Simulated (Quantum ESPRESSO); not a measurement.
**V in Quantum ESPRESSO: the effect of functional**

Crystal: V.

```
CELL_PARAMETERS angstrom
-1.51435 1.51435 1.51435
1.51435 -1.51435 1.51435
1.51435 1.51435 -1.51435
ATOMIC_POSITIONS crystal
V 0.00000 0.00000 0.00000
```

Alike in all runs:

| Quantity | Value |
| --- | --- |
| Program | Quantum ESPRESSO 7.5 |
| Task | phonons |
| Cutoff | 612 eV |
| Density cutoff | 4898 eV |
| k mesh | 8 × 8 × 8 |
| Occupations | cold, width 0.2 eV |
| Spin | collinear spin, ferromagnetic start |
| Starting moments | [2.0] μB |

Each run relaxes the cell or the atoms first.

One run gave: relaxed volume 13.59 Å³/atom; highest phonon frequency 243 cm⁻¹. Which functional did it use?
A. AM05
B. PBEsol
C. WC
D. LDA
E. revPBE

E.

```tsv
functional	potentials or basis	relaxed volume (Å³/atom)	highest phonon frequency (cm⁻¹)
LDA	GBRV 1.5 LDA	12.48	255
PBE	GBRV 1.5 PBE	13.36	246
PBEsol	GBRV 1.5 PBEsol	12.85	254
WC	GBRV 1.5 PBE	12.90	253
revPBE	GBRV 1.5 PBE	13.59	243
AM05	GBRV 1.5 PBE	12.84	396
```

Caveats: all runs use coarse meshes; the mesh is thin for the phonons of a metal; the potentials were made for another functional, which shifts forces and pressure (some runs).
